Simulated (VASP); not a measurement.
# K (Im-3m) in VASP: a series of runs

Runs on K. Level: r2SCAN. Tasks: single point.

Program: VASP 6.6.1. These are calculated values, not measurements. Logs are shortened: lines on timing, memory, paths and dates and some standing lists are left out, and cuts for length are marked.

## Step 1: Starting point

It takes space group Im-3m (No. 229, cubic). The conventional cell has a = 5.395 Å, b = 5.395 Å, c = 5.395 Å, α = 90.00°, β = 90.00°, γ = 90.00°.

## Step 2: Single point, r2SCAN

The input, INCAR:

```
SYSTEM = K
ADDGRID = .False.
ALGO = Normal
EDIFF = 1E-6
ENCUT = 450
ISIF = 2
ISMEAR = -1
LASPH = .True.
LCHARG = .False.
LMIXTAU = .True.
LREAL = .False.
LWAVE = .False.
METAGGA = R2SCAN
NBANDS = 10
NELM = 100
PREC = Normal
SIGMA = 0.15
```

The input, KPOINTS:

```
k-points
0
Gamma
  4 4 4
  0 0 0
```

The input, POSCAR:

```
K
1.0
   -2.6491090000      2.6630490000      2.6437420000
    2.6773590000     -2.6874940000      2.6964360000
    2.7342160000      2.7726000000     -2.6681870000
K
1
Direct
   -0.0060180000      0.0074470000      0.0002300000
```

Potentials or basis: VASP PAW PBE potentials, release 64 (K_pv).

Command:

```
> cat potpaw_PBE.64/K_pv/POTCAR > POTCAR
> mpirun -np 1 vasp_std > vasp.out
```

OUTCAR:

```text
SYSTEM = K
   EDIFF = 1E-6
   ENCUT = 450
   ISIF = 2
   ISMEAR = -1
   LASPH = .True.
   LREAL = .False.
   METAGGA = R2SCAN
   NELM = 100
   PREC = Normal

 Found     36 irreducible k-points:

 Following reciprocal coordinates:
            Coordinates               Weight
  0.000000  0.000000  0.000000      1.000000
  0.250000  0.000000 -0.000000      2.000000
  0.500000  0.000000 -0.000000      1.000000
  0.000000  0.250000  0.000000      2.000000
  0.250000  0.250000 -0.000000      2.000000
  0.500000  0.250000 -0.000000      2.000000
   k-points           NKPTS =     36   k-points in BZ     NKDIM =     36   number of bands    NBANDS=     10
   number of dos      NEDOS =    301   number of ions     NIONS =      1
   total plane-waves  NPLWV =  13824
   dimension x,y,z NGX =    24 NGY =   24 NGZ =   24
   dimension x,y,z NGXF=    48 NGYF=   48 NGZF=   48
   ions per type =               1
   NGX,Y,Z   is equivalent  to a cutoff of   8.69,  8.57,  8.45 a.u.
   NGXF,Y,Z  is equivalent  to a cutoff of  17.37, 17.15, 16.90 a.u.
 SYSTEM =  K
   PREC   = normal    normal or accurate (medium, high low for compatibility)
   ISTART =      0    job   : 0-new  1-cont  2-samecut
   ICHARG =      2    charge: 1-file 2-atom 10-const
   ISPIN  =      1    spin polarized calculation?
   LNONCOLLINEAR =      F non collinear calculations
   LSORBIT =      F    spin-orbit coupling
   LASPH  =      T    aspherical Exc in radial PAW
   ENCUT  =  450.0 eV  33.07 Ry    5.75 a.u.   7.94  8.05  8.16*2*pi/ulx,y,z
   NELM   =    100;   NELMIN=  2; NELMDL= -5     # of ELM steps
   EDIFF  = 0.1E-05   stopping-criterion for ELM
   LREAL  =      F    real-space projection
   EDIFFG = 0.1E-04   stopping-criterion for IOM
   NSW    =      0    number of steps for IOM
   IBRION =     -1    ionic relax: 0-MD 1-quasi-New 2-CG
   NFREE  =      0    steps in history (QN), initial steepest desc. (CG)
   ISIF   =      2    stress and relaxation
   ISYM   =      2    0-nonsym 1-usesym 2-fastsym
   POTIM  = 0.5000    time-step for ionic-motion
   TEBEG  =    0.0;   TEEND  =   0.0 temperature during run
   PSTRESS=    0.0 pullay stress
   NELECT =       7.0000    total number of electrons
   NUPDOWN=      -1.0000    fix difference up-down
   EMIN   =  10.00;   EMAX   =-10.00  energy-range for DOS
   EFERMI =   0.00;   METHOD = LEGACY
   ISMEAR =    -1;   SIGMA  =   0.15  broadening in eV -4-tet -1-fermi 0-gaus
   EFERMI_NEDOS =   21; number of points for ismear=-14 and -15
   IALGO  =     38    algorithm
   IMIX   =      4    mixing-type and parameters
     AMIX     =   0.40;   BMIX     =  1.00
     AMIX_MAG =   1.60;   BMIX_MAG =  1.00
  volume/ion in A,a.u.               =      78.52       529.87
  Fermi-wavevector in a.u.,A,eV,Ry     =   0.731335  1.382024  7.277098  0.534852
  Thomas-Fermi vector in A             =   1.823527
   LORBIT       =      0    0 simple, 1 ext, 2 COOP (PROOUT), +10 PAW based schemes
   METAGGA = R2SCAN    functional components
   LHFCALC =     F    Hartree Fock is set to
   AEXX    =    0.0000 exact exchange contribution
   IVDW    =     0    specifies the selected vdW correction
   LEPSILON=     F    determine dielectric tensor
   LRPA    =     F    only Hartree local field effects (RPA)
 non-spin polarized calculation
  energy-cutoff  :      450.00
  volume of cell :       78.52
 maximum number of plane-waves:      1718
   NGX = 15   NGY = 17   NGZ = 17

 number of electron       7.0000004 magnetization

 Free energy of the ion-electron system (eV)
  ---------------------------------------------------
  ext. energy  EPLUGINS =         0.00000000
  ---------------------------------------------------
  free energy    TOTEN  =        -5.97535206 eV

  energy without entropy =       -5.89173481  energy(sigma->0) =       -5.93354344

 E-fermi :  -1.2293     XC(G=0):  -5.7865

 val. band max:       -1.2349665561   @ k =   0.2500   0.5000   0.0000
 cond. band min:      -1.2018687182   @ k =   0.5000   0.2500  -0.0000
 fundamental gap:      0.0330978379
 Fermi energy:        -1.2292951531

 k-point     1 :       0.0000    0.0000    0.0000
  band No.  band energies     occupation
      1     -17.4955      2.00000
      2     -17.4940      2.00000
      3     -17.4925      2.00000
      4      -3.4263      2.00000
      5       3.4703      0.00000
      6       3.5333      0.00000
      7       3.6632      0.00000
      8       4.5057      0.00000
      9       4.6061      0.00000
     10       6.8408      0.00000

 k-point     2 :       0.2500    0.0000   -0.0000
  band No.  band energies     occupation
      1     -17.5241      2.00000
      2     -17.5030      2.00000
      3     -17.4937      2.00000
      4      -2.6473      1.99984
      5       2.0013      0.00000
      6       2.7715      0.00000
      7       4.1346      0.00000
      8       4.3232      0.00000
      9       4.4006      0.00000
     10       6.6728      0.00000

 k-point     3 :       0.5000    0.0000   -0.0000
  band No.  band energies     occupation
      1     -17.5530      2.00000
      2     -17.5125      2.00000
      3     -17.4936      2.00000
      4      -0.6126      0.03225
      5      -0.5637      0.02338
      6       2.2600      0.00000
      7       4.1577      0.00000
      8       4.9177      0.00000
      9       5.1539      0.00000
     10       5.5922      0.00000

 k-point     4 :       0.0000    0.2500    0.0000
  band No.  band energies     occupation
      1     -17.5214      2.00000
      2     -17.5029      2.00000
      3     -17.4947      2.00000
      4      -2.6594      1.99986
      5       1.9459      0.00000
      6       2.7389      0.00000
      7       4.1189      0.00000
      8       4.4316      0.00000
      9       4.4580      0.00000
     10       6.6551      0.00000

 k-point     5 :       0.2500    0.2500   -0.0000
  band No.  band energies     occupation
      1     -17.5363      2.00000
      2     -17.5212      2.00000
      3     -17.4999      2.00000
      4      -1.2542      1.08274
      5       0.8145      0.00000
      6       1.3952      0.00000
      7       3.9260      0.00000
      8       4.2412      0.00000
      9       5.1871      0.00000
     10       6.0456      0.00000

 k-point     6 :       0.5000    0.2500   -0.0000
  band No.  band energies     occupation
      1     -17.5469      2.00000
      2     -17.5156      2.00000
      3     -17.4982      2.00000
      4      -1.2019      0.90883
      5       0.7890      0.00000
      6       1.4144      0.00000
      7       3.9076      0.00000
      8       4.3011      0.00000
      9       5.0664      0.00000
     10       6.2459      0.00000

 [... further k-points ...]

------------------------ aborting loop because EDIFF is reached ----------------------------------------

  FORCE on cell =-STRESS in cart. coord.  units (eV):
  Direction    XX          YY          ZZ          XY          YZ          ZX
  --------------------------------------------------------------------------------------
  -------------------------------------------------------------------------------------
  Total        0.0049806      0.0037582      0.0103115     -0.0114021      0.0035479     -0.0041079
  in kB        0.1016294      0.0766872      0.2104073     -0.2326608      0.0723950     -0.0838219
  external PRESSURE =       0.1295747 kB  Pullay stress =       0.0000000 kB

 VOLUME and BASIS-vectors are now :
 -----------------------------------------------------------------------------
  energy-cutoff  :      450.00
  volume of cell :       78.52
      direct lattice vectors                 reciprocal lattice vectors
    -2.649109000  2.663049000  2.643742000    -0.003889548  0.184877607  0.188126541
     2.677359000 -2.687494000  2.696436000     0.183848792 -0.002040834  0.186277758
     2.734216000  2.772600000 -2.668187000     0.181941348  0.181121382 -0.000133391

 POSITION                                       TOTAL-FORCE (eV/Angst)
 -----------------------------------------------------------------------------------
     -2.61260      2.62765      2.64730         0.000000      0.000000      0.000000
 -----------------------------------------------------------------------------------
    total drift:                                0.000015     -0.000039      0.000171

  FREE ENERGIE OF THE ION-ELECTRON SYSTEM (eV)
  ---------------------------------------------------
  free  energy   TOTEN  =        -5.9753520613 eV

  energy  without entropy=       -5.8917348140  energy(sigma->0) =       -5.93354344
```

Wall time 40 s (1 thread of Intel Xeon Platinum 8559C (Emerald Rapids), shared host); peak memory 0.15 GiB.

The run converged, but some of its settings lie outside the range that counts as converged, so its numbers aren't taken as properties of the crystal.

What came out:

| Quantity | Value |
| --- | --- |
| Free energy | -5.9754 eV |
| Pressure | 0.0 GPa |
| Band gap on the k mesh | none (metal or under the smearing width) |

Caveat: the k mesh is coarse (spacing up to 0.41 Å⁻¹), so the values aren't converged; the PAW data sets were made with another functional, which shifts forces and pressure a little.

## Step 3: Single point, r2SCAN

Edit INCAR of step 2 so:

```diff
@@ -10,3 +10,3 @@
 LMIXTAU = .True.
-LREAL = .False.
+LREAL = Auto
 LWAVE = .False.
@@ -15,3 +15,3 @@
 NELM = 100
-PREC = Normal
+PREC = Accurate
 SIGMA = 0.15
```

KPOINTS is that of step 2.

The input, POSCAR:

```
K
1.0
   -2.6975585167      2.6975585167      2.6975585167
    2.6975585167     -2.6975585167      2.6975585167
    2.6975585167      2.6975585167     -2.6975585167
K
1
Direct
    0.0000000000      0.0000000000      0.0000000000
```

Potentials or basis: VASP PAW PBE potentials, release 64 (K_pv).

Command:

```
> cat potpaw_PBE.64/K_pv/POTCAR > POTCAR
> mpirun -np 1 vasp_std > vasp.out
```

Run time: 24 s. Hardware: 1 thread of Intel Xeon Platinum 8559C (Emerald Rapids), shared host; peak memory 0.18 GiB.

The run converged, but some of its settings lie outside the range that counts as converged, so its numbers aren't taken as properties of the crystal.

Results:

```
Free energy            : -5.9752 eV
Pressure               : 0.0 GPa
Band gap on the k mesh : none (metal or under the smearing width)
```

Caveat: the k mesh is coarse (spacing up to 0.41 Å⁻¹), so the values aren't converged; the PAW data sets were made with another functional, which shifts forces and pressure a little.

## Step 4: Single point, r2SCAN

INCAR is that of step 3.

KPOINTS is that of step 3.

The input, POSCAR:

```
K
1.0
   -2.6491090000      2.6630490000      2.6437420000
    2.6773590000     -2.6874940000      2.6964360000
    2.7342160000      2.7726000000     -2.6681870000
K
1
Direct
   -0.0060180000      0.0074470000      0.0002300000
```

Potentials or basis: VASP PAW PBE potentials, release 64 (K_pv).

Command:

```
> cat potpaw_PBE.64/K_pv/POTCAR > POTCAR
> mpirun -np 1 vasp_std > vasp.out
```

OUTCAR:

```text
SYSTEM = K
   EDIFF = 1E-6
   ENCUT = 450
   ISIF = 2
   ISMEAR = -1
   LASPH = .True.
   LREAL = Auto
   METAGGA = R2SCAN
   NELM = 100
   PREC = Accurate

 Found     36 irreducible k-points:

 Following reciprocal coordinates:
            Coordinates               Weight
  0.000000  0.000000  0.000000      1.000000
  0.250000  0.000000 -0.000000      2.000000
  0.500000  0.000000 -0.000000      1.000000
  0.000000  0.250000  0.000000      2.000000
  0.250000  0.250000 -0.000000      2.000000
  0.500000  0.250000 -0.000000      2.000000
   k-points           NKPTS =     36   k-points in BZ     NKDIM =     36   number of bands    NBANDS=     10
   number of dos      NEDOS =    301   number of ions     NIONS =      1
   total plane-waves  NPLWV =  36864
   dimension x,y,z NGX =    32 NGY =   32 NGZ =   36
   dimension x,y,z NGXF=    64 NGYF=   64 NGZF=   72
   ions per type =               1
   NGX,Y,Z   is equivalent  to a cutoff of  11.58, 11.43, 12.68 a.u.
   NGXF,Y,Z  is equivalent  to a cutoff of  23.16, 22.86, 25.36 a.u.
 SYSTEM =  K
   PREC   = accura    normal or accurate (medium, high low for compatibility)
   ISTART =      0    job   : 0-new  1-cont  2-samecut
   ICHARG =      2    charge: 1-file 2-atom 10-const
   ISPIN  =      1    spin polarized calculation?
   LNONCOLLINEAR =      F non collinear calculations
   LSORBIT =      F    spin-orbit coupling
   LASPH  =      T    aspherical Exc in radial PAW
   ENCUT  =  450.0 eV  33.07 Ry    5.75 a.u.   7.94  8.05  8.16*2*pi/ulx,y,z
   NELM   =    100;   NELMIN=  2; NELMDL= -5     # of ELM steps
   EDIFF  = 0.1E-05   stopping-criterion for ELM
   LREAL  =      T    real-space projection
   EDIFFG = 0.1E-04   stopping-criterion for IOM
   NSW    =      0    number of steps for IOM
   IBRION =     -1    ionic relax: 0-MD 1-quasi-New 2-CG
   NFREE  =      0    steps in history (QN), initial steepest desc. (CG)
   ISIF   =      2    stress and relaxation
   ISYM   =      2    0-nonsym 1-usesym 2-fastsym
   POTIM  = 0.5000    time-step for ionic-motion
   TEBEG  =    0.0;   TEEND  =   0.0 temperature during run
   PSTRESS=    0.0 pullay stress
   NELECT =       7.0000    total number of electrons
   NUPDOWN=      -1.0000    fix difference up-down
   EMIN   =  10.00;   EMAX   =-10.00  energy-range for DOS
   EFERMI =   0.00;   METHOD = LEGACY
   ISMEAR =    -1;   SIGMA  =   0.15  broadening in eV -4-tet -1-fermi 0-gaus
   EFERMI_NEDOS =   21; number of points for ismear=-14 and -15
   IALGO  =     38    algorithm
   IMIX   =      4    mixing-type and parameters
     AMIX     =   0.40;   BMIX     =  1.00
     AMIX_MAG =   1.60;   BMIX_MAG =  1.00
  volume/ion in A,a.u.               =      78.52       529.87
  Fermi-wavevector in a.u.,A,eV,Ry     =   0.731335  1.382024  7.277098  0.534852
  Thomas-Fermi vector in A             =   1.823527
   LORBIT       =      0    0 simple, 1 ext, 2 COOP (PROOUT), +10 PAW based schemes
   METAGGA = R2SCAN    functional components
   LHFCALC =     F    Hartree Fock is set to
   AEXX    =    0.0000 exact exchange contribution
   IVDW    =     0    specifies the selected vdW correction
   LEPSILON=     F    determine dielectric tensor
   LRPA    =     F    only Hartree local field effects (RPA)
 non-spin polarized calculation
  energy-cutoff  :      450.00
  volume of cell :       78.52
 maximum number of plane-waves:      1718
   NGX = 15   NGY = 17   NGZ = 17

 number of electron       7.0000000 magnetization

 Free energy of the ion-electron system (eV)
  ---------------------------------------------------
  ext. energy  EPLUGINS =         0.00000000
  ---------------------------------------------------
  free energy    TOTEN  =        -5.97502051 eV

  energy without entropy =       -5.89140317  energy(sigma->0) =       -5.93321184

 E-fermi :  -1.2298     XC(G=0):  -5.7870

 val. band max:       -1.2354994160   @ k =   0.2500   0.5000   0.0000
 cond. band min:      -1.2023998840   @ k =   0.5000   0.2500  -0.0000
 fundamental gap:      0.0330995320
 Fermi energy:        -1.2298181153

 k-point     1 :       0.0000    0.0000    0.0000
  band No.  band energies     occupation
      1     -17.4954      2.00000
      2     -17.4937      2.00000
      3     -17.4926      2.00000
      4      -3.4269      2.00000
      5       3.4695      0.00000
      6       3.5322      0.00000
      7       3.6624      0.00000
      8       4.5049      0.00000
      9       4.6057      0.00000
     10       6.8406      0.00000
[... 53 lines left out ...]
 k-point     6 :       0.5000    0.2500   -0.0000
  band No.  band energies     occupation
      1     -17.5468      2.00000
      2     -17.5154      2.00000
      3     -17.4981      2.00000
      4      -1.2024      0.90886
      5       0.7886      0.00000
      6       1.4138      0.00000
      7       3.9068      0.00000
      8       4.3003      0.00000
      9       5.0657      0.00000
     10       6.2452      0.00000

 [... further k-points ...]

------------------------ aborting loop because EDIFF is reached ----------------------------------------

  FORCE on cell =-STRESS in cart. coord.  units (eV):
  Direction    XX          YY          ZZ          XY          YZ          ZX
  --------------------------------------------------------------------------------------
  -------------------------------------------------------------------------------------
  Total       -0.0001599     -0.0017132      0.0085735     -0.0125033      0.0035073     -0.0013046
  in kB       -0.0032621     -0.0349570      0.1749422     -0.2551306      0.0715660     -0.0266200
  external PRESSURE =       0.0455744 kB  Pullay stress =       0.0000000 kB

 VOLUME and BASIS-vectors are now :
 -----------------------------------------------------------------------------
  energy-cutoff  :      450.00
  volume of cell :       78.52
      direct lattice vectors                 reciprocal lattice vectors
    -2.649109000  2.663049000  2.643742000    -0.003889548  0.184877607  0.188126541
     2.677359000 -2.687494000  2.696436000     0.183848792 -0.002040834  0.186277758
     2.734216000  2.772600000 -2.668187000     0.181941348  0.181121382 -0.000133391

 POSITION                                       TOTAL-FORCE (eV/Angst)
 -----------------------------------------------------------------------------------
     -2.61260      2.62765      2.64730         0.000000     -0.000000      0.000000
 -----------------------------------------------------------------------------------
    total drift:                               -0.000001      0.000022      0.000011

  FREE ENERGIE OF THE ION-ELECTRON SYSTEM (eV)
  ---------------------------------------------------
  free  energy   TOTEN  =        -5.9750205052 eV

  energy  without entropy=       -5.8914031672  energy(sigma->0) =       -5.93321184
```

Run time: 88 s. Hardware: 1 thread of Intel Xeon Platinum 8559C (Emerald Rapids), shared host; peak memory 0.19 GiB.

These settings aren't checked as converged: the numbers below hold their error.

Results:

```yaml
Free_energy: -5.9750 eV
Pressure: 0.0 GPa
Band_gap_on_the_k_mesh: none (metal or under the smearing width)
```

Caveat: the k mesh is coarse (spacing up to 0.41 Å⁻¹), so the values aren't converged; the PAW data sets were made with another functional, which shifts forces and pressure a little.

## Step 5: Single point, r2SCAN

Edit INCAR of step 4 so:

```diff
@@ -3,3 +3,3 @@
 ALGO = Normal
-EDIFF = 1E-6
+EDIFF = 0.01
 ENCUT = 450
@@ -10,3 +10,3 @@
 LMIXTAU = .True.
-LREAL = Auto
+LREAL = .False.
 LWAVE = .False.
```

KPOINTS is that of step 4.

The input, POSCAR:

```
K
1.0
   -2.6975585167      2.6975585167      2.6975585167
    2.6975585167     -2.6975585167      2.6975585167
    2.6975585167      2.6975585167     -2.6975585167
K
1
Direct
    0.0000000000      0.0000000000      0.0000000000
```

Command:

```
> cat potpaw_PBE.64/K_pv/POTCAR > POTCAR
> mpirun -np 1 vasp_std > vasp.out
```

Wall time 10 s (1 thread of Intel Xeon Platinum 8559C (Emerald Rapids), shared host); peak memory 0.18 GiB.

These settings aren't checked as converged: the numbers below hold their error.

Results:

- Free energy: -5.9846 eV
- Pressure: 0.0 GPa
- Band gap on the k mesh: none (metal or under the smearing width)

Caveat: the k mesh is coarse (spacing up to 0.41 Å⁻¹), so the values aren't converged; the PAW data sets were made with another functional, which shifts forces and pressure a little.

(Part 1 of 2 ends here.)
